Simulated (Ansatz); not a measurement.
A plane-wave DFT run in Ansatz 0.2.0 (scalar-relativistic PAW potentials unless the input names others): input and command.

```yaml
crystal:
  lattice:
    - [11.7, 0.0, 0.0]
    - [0.0, 9.3, 0.0]
    - [0.0, 0.0, 4.5965269569]
  atoms:
    - { symbol: Ag, position: [0.416361612, 0.5, 0.0], spin: 0.5 }
    - { symbol: Cl, position: [0.3412335816, 0.5, 0.5], spin: 0.5 }
    - { symbol: Cl, position: [0.6587664184, 0.5, 0.0], spin: 0.5 }
    - { symbol: Ag, position: [0.583638388, 0.5, 0.5], spin: 0.5 }
basis:
  ecutwfc: 420
kpoints:
  mp_grid: { grid: [1, 1, 1] }
hamiltonian:
  xc: pbe
scf:
  occupations: { method: gaussian, width: 0.05 }
  max_iter: 75
output:
  forces: true
  eigenvalues: true
  stress: true
magnetization:
  spin_polarized: true
```

```bash
ansatz run input.yaml --threads 2 --pin off --max-ram 5120MiB --backend cpu --events-out ev --progress --plain --runs-dir out
```

Abridged log:
```
Pseudopotentials: kind: paw
Pseudopotential: Ag, paw, valence charge 19, recommended cutoff 420 eV (normal)
Pseudopotential: Cl, paw, valence charge 7, recommended cutoff 420 eV (normal)
Functional definition: PBE
Crystal: 4 atoms, lattice volume = 500.148 Å³
Basis set: ecut = 420 eV, 9755 PW (Γ), exchange–correlation on 160×128×64 points (8 copies of the dense FFT grid, shifted against one another)
Bands: 33, of which v1, the nominal top of the filled ones, is band 26 counted from 1 (25 counted from 0)
Symmetry: 8 space group operations
Space group: Pmma (ITA 51), of the structure as read, at distance tolerance 7.9e-5 Å
Magnetic group: BNS 51.289 (UNI 387), of the structure as read, at distance tolerance 7.9e-5 Å
k-points: 1
Initial density: superposition of atomic densities (neutral atoms: chi_scale 0, normalization atom)
Starting moments: Σ|m| = 2 μB on 4 of 4 sites
Initial wavefunctions: pseudopotential atomic-orbital guess
Functional: x = pbe(κ = 0.804, μ = 0.21951497), c = pbe(β = 0.06672455)
SCF iter   1: F=—  HF=-17339.850210 eV  |F-HF|=—  |Δ(HF+E_count)|=         —  Δρ=1.33e-2 (↑1.22e-2 ↓1.33e-2) dr2=2.41e0  dr2_m=4.95e-1  M=0.000 μB ∫|m|=0.189 μB  β_m=0.30  ethr=3.10e-3  ⟨swp⟩=7.0  Hψ=308  notcnv=0
spin=Collinear: Resta preconditioning applied to the charge; magnetization (m = ρ↑ − ρ↓) channel mixes plain (no charge-response kernel on spin).
SCF iter   2: F=—  HF=-17339.328838 eV  |F-HF|=—  |Δ(HF+E_count)|=   5.21e-1  Δρ=9.24e-3 (↑7.57e-3 ↓9.24e-3) dr2=6.10e-1  dr2_m=2.52e-1  M=0.000 μB ∫|m|=0.148 μB  β_m=0.30  ethr=3.10e-3  ⟨swp⟩=2.0  Hψ=118  notcnv=0  defer=5
SCF iter   3: F=—  HF=-17339.192660 eV  |F-HF|=—  |Δ(HF+E_count)|=   1.36e-1  Δρ=5.98e-3 (↑5.50e-3 ↓5.98e-3) dr2=8.12e-2  dr2_m=1.29e-1  M=0.000 μB ∫|m|=0.117 μB  β_m=0.30  ethr=1.17e-3  ⟨swp⟩=3.0  Hψ=124  notcnv=0  defer=6
SCF iter   4: F=—  HF=-17339.202942 eV  |F-HF|=—  |Δ(HF+E_count)|=   1.03e-2  Δρ=4.11e-3 (↑4.11e-3 ↓3.61e-3) dr2=8.90e-3  dr2_m=6.58e-2  M=0.000 μB ∫|m|=0.092 μB  β_m=0.30  ethr=1.56e-4  ⟨swp⟩=2.5  Hψ=95  notcnv=0  defer=6
SCF iter   5: F=—  HF=-17339.214828 eV  |F-HF|=—  |Δ(HF+E_count)|=   1.19e-2  Δρ=2.77e-3 (↑2.77e-3 ↓2.70e-3) dr2=6.34e-4  dr2_m=3.41e-2  M=0.000 μB ∫|m|=0.070 μB  β_m=0.30  ethr=1.71e-5  ⟨swp⟩=2.0  Hψ=82  notcnv=0  defer=6
SCF iter   6: F=—  HF=-17339.220734 eV  |F-HF|=—  |Δ(HF+E_count)|=   5.91e-3  Δρ=1.98e-3 (↑1.95e-3 ↓1.98e-3) dr2=1.94e-4  dr2_m=1.76e-2  M=0.000 μB ∫|m|=0.055 μB  β_m=0.30  ethr=1.22e-6  ⟨swp⟩=2.0  Hψ=87  notcnv=0  defer=6
SCF iter   7: F=—  HF=-17339.223843 eV  |F-HF|=—  |Δ(HF+E_count)|=   3.11e-3  Δρ=1.42e-3 (↑1.42e-3 ↓1.41e-3) dr2=1.89e-5  dr2_m=9.16e-3  M=0.000 μB ∫|m|=0.042 μB  β_m=0.30  ethr=3.73e-7  ⟨swp⟩=2.0  Hψ=94  notcnv=0  defer=6
Mixer restart at iter 7: flushing history
spin-set hold released at iteration 7 (site moments contracting): the magnetisation degrees of freedom join the quasi-Newton model from the next iteration; the mixer history was flushed
SCF iter   8: F=—  HF=-17339.225511 eV  |F-HF|=—  |Δ(HF+E_count)|=   1.67e-3  Δρ=1.02e-3 (↑1.02e-3 ↓1.02e-3) dr2=7.78e-6  dr2_m=4.79e-3  M=0.000 μB ∫|m|=0.033 μB  β_m=0.65  ethr=3.64e-8  ⟨swp⟩=3.0  Hψ=110  notcnv=0  defer=6
SCF iter   9: F=—  HF=-17339.227301 eV  |F-HF|=—  |Δ(HF+E_count)|=   1.79e-3  Δρ=4.05e-5 (↑4.05e-5 ↓3.32e-5) dr2=1.42e-6  dr2_m=5.91e-6  M=0.000 μB ∫|m|=0.004 μB  β_m=0.77  ethr=1.50e-8  ⟨swp⟩=3.0  Hψ=148  notcnv=0  defer=6
SCF iter  10: F=—  HF=-17339.227309 eV  |F-HF|=—  |Δ(HF+E_count)|=   8.26e-6  Δρ=1.86e-5 (↑1.35e-5 ↓1.86e-5) dr2=8.69e-7  dr2_m=9.74e-7  M=0.000 μB ∫|m|=0.002 μB  β_m=0.84  ethr=2.73e-9  ⟨swp⟩=2.5  Hψ=122  notcnv=0  defer=6
SCF iter  11: F=—  HF=-17339.227311 eV  |F-HF|=—  |Δ(HF+E_count)|=   1.91e-6  Δρ=1.02e-5 (↑1.02e-5 ↓6.70e-6) dr2=7.85e-7  dr2_m=1.17e-7  M=0.000 μB ∫|m|=0.001 μB  β_m=0.74  ethr=1.67e-9  ⟨swp⟩=2.5  Hψ=113  notcnv=0  defer=6
SCF iter  12: F=—  HF=-17339.227311 eV  |F-HF|=—  |Δ(HF+E_count)|=   1.04e-8  Δρ=9.84e-7 (↑8.91e-7 ↓9.84e-7) dr2=1.66e-8  dr2_m=2.17e-9  M=0.000 μB ∫|m|=0.000 μB  β_m=0.66  ethr=1.92e-10  ⟨swp⟩=10.5  Hψ=323  notcnv=0
SCF iter  13: F=—  HF=-17339.227311 eV  |F-HF|=—  |Δ(HF+E_count)|=   3.78e-9  Δρ=4.47e-7 (↑4.47e-7 ↓4.13e-7) dr2=7.85e-11  dr2_m=8.35e-10  M=0.000 μB ∫|m|=0.000 μB  β_m=0.83  ethr=3.18e-11  ⟨swp⟩=4.0  Hψ=190  notcnv=0
SCF iter  14: F=-17339.227311 eV  HF=-17339.227311 eV  |F-HF|=7.28e-12  |Δ(HF+E_count)|=   1.44e-9  Δρ=5.95e-8 (↑5.95e-8 ↓5.59e-8) dr2=2.27e-11  dr2_m=1.15e-11  M=0.000 μB ∫|m|=0.000 μB  ethr=1.00e-12  ⟨swp⟩=3.0  Hψ=152  notcnv=0
SCF 1 converged in 14 iterations: F = -17339.227311 eV  dr2 = 2.27e-11
iteration 14: the least curvature of the free energy that was read at this close is 0.783 (0.783 in the run's own bands): not negative
WARN: the starting moments were not kept: the SCF closed with an absolute magnetisation of 3.3e-6 μB, where they sum to 2 μB in size (4 sites). That is at most 0.1 of that sum. Measured as dr2_m measures the in/out step, that magnetisation stands 1.0e-12 eV from none, at or under the dr2_threshold of 1.0e-7 eV: it is no larger than a step whose dr2_m would equal this threshold. The system may hold no moment; this SCF shows only that its start led to no more than that. To try another start: raise the starting moments (crystal.atoms[].spin, magnetization.per_species, magnetization.initial_magnet ...
SCF converged after 14 iterations
Magnetization: 0.0000 μB (26.0000 up, 26.0000 down)
Absolute magnetization: 0.0000 μB (∫|ρ↑−ρ↓|, with the PAW one-centre terms)
Spin contamination: 0.0000 ħ² per cell (⟨S²⟩ above its minimum at these occupations)
Per-site moments (μB) at R_I (Å): [(-6.74893594e-9, 1.01500588), (-1.52374388e-7, 1.01500588), (-1.52374388e-7, 1.01500588), (-6.74893591e-9, 1.01500588)]
Free energy (F): -17339.227311 eV
Harris-Foulkes:  -17339.227311 eV  (|F-HF|=7.28e-12)
Internal energy: -17339.227311 eV  (E = F + TS)
E sigma→0 (E₀):  -17339.227311 eV
Fermi energy:    -2.442069 eV
--- Forces (eV/Å), atoms counted from 1 ---
  atom   1  Ag    -0.88022921     0.00000000     0.00000000
  atom   2  Cl     0.50448861     0.00000000     0.00000000
  atom   3  Cl    -0.50448861     0.00000000     0.00000000
  atom   4  Ag     0.88022921     0.00000000     0.00000000
--- Stress (GPa, compression-positive) ---
       -0.044354       0.000000       0.000000
        0.000000       0.002192       0.000000
        0.000000       0.000000       3.236015
  P = ⅓ Tr σ = 1.0646 GPa (10.646 kbar)
```

**Question.** What is wrong with this input?

**Answer.** The fault is one k-point for a small cell (kpoints.mp_grid.grid: [1, 1, 13] → [1, 1, 1], the first being the value of the sound run). Setting it back cures it. The run converged all the same, with an energy at zero smearing 522 meV/atom above the reference's, pressure 1.06 GPa (averaged over a cell that holds vacuum), largest force 0.880 eV/Å, gap on the mesh 2.03 eV, so convergence alone doesn't show that an input is right. A reference run on usual settings, whose relaxation ended at this geometry, converged, and the end of its own relaxation has pressure 0.00 GPa (averaged over a cell that holds vacuum), largest force 0.004 eV/Å, gap on the mesh 2.19 eV.

Time: 4 s on 2 threads of Arm Neoverse V1 (shared host), peak memory 0.52 GiB.